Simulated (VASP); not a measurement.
B, 12 atoms in the cell. The structure is trigonal, space group R-3m (No. 166). The conventional cell has a = 4.900 Å, b = 4.900 Å, c = 12.515 Å, α = 90.00°, β = 90.00°, γ = 120.00°. B (site symmetry m) is surrounded by 6 B at 1.67 to 1.80 Å. Around B (site symmetry m) lie 7 B at 1.77 to 2.01 Å. 

- Program: VASP 6.6.1
- Task: relaxation of cell and atoms
- Functional: r2SCAN
- Potentials or basis: VASP PAW PBE potentials, release 64 (B)
- Cutoff: 600 eV
- k mesh: 9 × 9 × 8
- Occupations: gaussian, width 0.03 eV
- Spin: no spin polarisation
- Further INCAR settings: ALGO = Normal; EDIFF = 1e-07; IBRION = 2; EDIFFG = -0.005; NSW = 90; ISIF = 3

Potentials or basis: VASP PAW PBE potentials, release 64 (B).

The run is started by

```bash
$ cat potpaw_PBE.64/B/POTCAR > POTCAR
$ mpirun -np 4 vasp_std > vasp.out
```

Hardware: 4 MPI ranks on Intel(R) Xeon(R) 6975P-C (Granite Rapids), on a shared host.

Estimate the wall time of this run.

Run time: 9.2 min on 4 MPI ranks on Intel(R) Xeon(R) 6975P-C (Granite Rapids) (shared host), peak memory 0.47 GiB a rank. Counts: scf iterations 25, k points 185, ion steps 2.
